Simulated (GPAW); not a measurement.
The system is Ti3S4.

```
CELL_PARAMETERS angstrom
3.40643 0.00000 0.00000
-1.70321 2.95005 0.00000
0.00000 0.00000 12.08577
ATOMIC_POSITIONS crystal
Ti 0.00000 0.00000 0.50000
Ti 0.66667 0.33333 0.75552
Ti 0.33333 0.66667 0.24448
S 0.33333 0.66667 0.62365
S 0.66667 0.33333 0.37634
S 0.66667 0.33333 0.12744
S 0.33333 0.66667 0.87256
```

The cell comes from a database or a generator and needn't be the stable form of this composition.

Base run:

```yaml
Program: GPAW 26.7.0
Functional: PBEsol
Potentials_or_basis: PAW data sets generated in the run's folder for this functional
Cutoff: 600 eV
Basis: pw
k_mesh: 6 × 6 × 2
Occupations: fermi-dirac, width 0.05 eV
Spin: no spin polarisation
```

Its results: pressure -4.4 GPa; largest force 0.197 eV/Å.

Problem. The run is repeated on the same cell with these changes: functional from PBEsol to LDA; potentials or basis from PAW data sets generated in the run's folder for this functional to the program's PAW data sets (release 1.2.1) made for this functional. What comes out?

Solution. Pressure -7.5 GPa; largest force 0.382 eV/Å.

Caveats: this functional lacks dispersion, which binds the layers, so the pressure and a relaxed spacing across them are unreliable (some runs).
